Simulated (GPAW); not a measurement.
A run of GPAW 26.7.0:

File run.py:

```python
import spglib
from ase import Atoms
from ase.calculators.mixing import SumCalculator
from ase.eos import EquationOfState
from ase.io import Trajectory, read
from ase.units import GPa
from dftd3.ase import DFTD3
from gpaw import GPAW, PW

atoms = read('CdO.cif')
cell, positions, numbers = spglib.find_primitive(
    (atoms.cell[:], atoms.get_scaled_positions(), atoms.numbers), symprec=1e-4)
atoms = Atoms(numbers, cell=cell, scaled_positions=positions, pbc=True)

traj = Trajectory('eos.traj', 'w')
volumes, energies = [], []
for x in [0.94, 0.96, 0.98, 1.0, 1.02, 1.04, 1.06]:
    a = atoms.copy()
    a.set_cell(atoms.cell * x**(1 / 3), scale_atoms=True)
    calc = GPAW(mode=PW(800),
                xc='PBE',
                kpts={'size': (8, 8, 8), 'gamma': True},
                occupations={'name': 'fermi-dirac', 'width': 0.05},
                nbands=18,
                convergence={'density': 1e-05, 'energy': 1e-05},
                maxiter=150,
                txt=f'eos-{x:.2f}.txt')
    a.calc = SumCalculator([calc, DFTD3(method='pbe', damping='d3bj')])
    energies.append(a.get_potential_energy())
    volumes.append(a.get_volume())
    p = -a.get_stress()[:3].mean() / GPa
    calc.write(f'eos-{x:.2f}.gpw')
    traj.write(a)
    print(f'{x:.2f} {volumes[-1]:10.4f} A^3 {energies[-1]:14.6f} eV {p:9.3f} GPa', flush=True)

v0, e0, B = EquationOfState(volumes, energies, eos='birchmurnaghan').fit()
print(f'V0 = {v0:.4f} A^3, E0 = {e0:.6f} eV, B0 = {B / GPa:.2f} GPa')
```

File CdO.cif:

```cif
data_CdO
_cell_length_a 4.69900000
_cell_length_b 4.69900000
_cell_length_c 4.69900000
_cell_angle_alpha 90.00000000
_cell_angle_beta 90.00000000
_cell_angle_gamma 90.00000000
_space_group_name_H-M_alt 'Fm-3m'
_space_group_name_Hall '-F 4 2 3'
_space_group_IT_number 225
loop_
_space_group_symop_operation_xyz
'x,y,z'
'-x,-y,-z'
'-y,x,z'
'y,-x,-z'
'-x,-y,z'
'x,y,-z'
'y,-x,z'
'-y,x,-z'
'x,-y,-z'
'-x,y,z'
'-y,-x,-z'
'y,x,z'
'-x,y,-z'
'x,-y,z'
'y,x,-z'
'-y,-x,z'
'z,x,y'
'-z,-x,-y'
'z,-y,x'
'-z,y,-x'
'z,-x,-y'
'-z,x,y'
'z,y,-x'
'-z,-y,x'
'-z,x,-y'
'z,-x,y'
'-z,-y,-x'
'z,y,x'
'-z,-x,y'
'z,x,-y'
'-z,y,x'
'z,-y,-x'
'y,z,x'
'-y,-z,-x'
'x,z,-y'
'-x,-z,y'
'-y,z,-x'
'y,-z,x'
'-x,z,y'
'x,-z,-y'
'-y,-z,x'
'y,z,-x'
'-x,-z,-y'
'x,z,y'
'y,-z,-x'
'-y,z,x'
'x,-z,y'
'-x,z,-y'
'x,y+1/2,z+1/2'
'-x,-y+1/2,-z+1/2'
'-y,x+1/2,z+1/2'
'y,-x+1/2,-z+1/2'
'-x,-y+1/2,z+1/2'
'x,y+1/2,-z+1/2'
'y,-x+1/2,z+1/2'
'-y,x+1/2,-z+1/2'
'x,-y+1/2,-z+1/2'
'-x,y+1/2,z+1/2'
'-y,-x+1/2,-z+1/2'
'y,x+1/2,z+1/2'
'-x,y+1/2,-z+1/2'
[... 41 lines left out ...]
'y+1/2,-x,z+1/2'
'-y+1/2,x,-z+1/2'
'x+1/2,-y,-z+1/2'
'-x+1/2,y,z+1/2'
'-y+1/2,-x,-z+1/2'
'y+1/2,x,z+1/2'
'-x+1/2,y,-z+1/2'
'x+1/2,-y,z+1/2'
'y+1/2,x,-z+1/2'
'-y+1/2,-x,z+1/2'
'z+1/2,x,y+1/2'
'-z+1/2,-x,-y+1/2'
'z+1/2,-y,x+1/2'
'-z+1/2,y,-x+1/2'
'z+1/2,-x,-y+1/2'
'-z+1/2,x,y+1/2'
'z+1/2,y,-x+1/2'
'-z+1/2,-y,x+1/2'
'-z+1/2,x,-y+1/2'
'z+1/2,-x,y+1/2'
'-z+1/2,-y,-x+1/2'
'z+1/2,y,x+1/2'
'-z+1/2,-x,y+1/2'
'z+1/2,x,-y+1/2'
'-z+1/2,y,x+1/2'
'z+1/2,-y,-x+1/2'
'y+1/2,z,x+1/2'
'-y+1/2,-z,-x+1/2'
'x+1/2,z,-y+1/2'
'-x+1/2,-z,y+1/2'
'-y+1/2,z,-x+1/2'
'y+1/2,-z,x+1/2'
'-x+1/2,z,y+1/2'
'x+1/2,-z,-y+1/2'
'-y+1/2,-z,x+1/2'
'y+1/2,z,-x+1/2'
'-x+1/2,-z,-y+1/2'
'x+1/2,z,y+1/2'
'y+1/2,-z,-x+1/2'
'-y+1/2,z,x+1/2'
'x+1/2,-z,y+1/2'
'-x+1/2,z,-y+1/2'
'x+1/2,y+1/2,z'
'-x+1/2,-y+1/2,-z'
'-y+1/2,x+1/2,z'
'y+1/2,-x+1/2,-z'
'-x+1/2,-y+1/2,z'
'x+1/2,y+1/2,-z'
'y+1/2,-x+1/2,z'
'-y+1/2,x+1/2,-z'
'x+1/2,-y+1/2,-z'
'-x+1/2,y+1/2,z'
'-y+1/2,-x+1/2,-z'
'y+1/2,x+1/2,z'
'-x+1/2,y+1/2,-z'
'x+1/2,-y+1/2,z'
'y+1/2,x+1/2,-z'
'-y+1/2,-x+1/2,z'
'z+1/2,x+1/2,y'
'-z+1/2,-x+1/2,-y'
'z+1/2,-y+1/2,x'
'-z+1/2,y+1/2,-x'
'z+1/2,-x+1/2,-y'
'-z+1/2,x+1/2,y'
'z+1/2,y+1/2,-x'
'-z+1/2,-y+1/2,x'
'-z+1/2,x+1/2,-y'
'z+1/2,-x+1/2,y'
'-z+1/2,-y+1/2,-x'
'z+1/2,y+1/2,x'
'-z+1/2,-x+1/2,y'
'z+1/2,x+1/2,-y'
'-z+1/2,y+1/2,x'
'z+1/2,-y+1/2,-x'
'y+1/2,z+1/2,x'
'-y+1/2,-z+1/2,-x'
'x+1/2,z+1/2,-y'
'-x+1/2,-z+1/2,y'
'-y+1/2,z+1/2,-x'
'y+1/2,-z+1/2,x'
'-x+1/2,z+1/2,y'
'x+1/2,-z+1/2,-y'
'-y+1/2,-z+1/2,x'
'y+1/2,z+1/2,-x'
'-x+1/2,-z+1/2,-y'
'x+1/2,z+1/2,y'
'y+1/2,-z+1/2,-x'
'-y+1/2,z+1/2,x'
'x+1/2,-z+1/2,y'
'-x+1/2,z+1/2,-y'
loop_
_atom_site_label
_atom_site_type_symbol
_atom_site_symmetry_multiplicity
_atom_site_Wyckoff_symbol
_atom_site_fract_x
_atom_site_fract_y
_atom_site_fract_z
_atom_site_occupancy
Cd1 Cd 4 a 0.0000000000 0.0000000000 0.0000000000 1
O1 O 4 b 0.5000000000 0.0000000000 0.0000000000 1
```

Potentials or basis: GPAW PAW data sets (gpaw-data 1.2.1), pw.

Run with:

```console
$ OMP_NUM_THREADS=1 python run.py
```

Hardware: 1 thread of Arm Neoverse V2 (shared host).

Q: Estimate the wall time of this run.

A: It took 91 s on 1 thread of Arm Neoverse V2, on a shared host, peak memory 0.23 GiB. Counts: scf iterations 69, plane waves 1283, bands 18, k points 29.
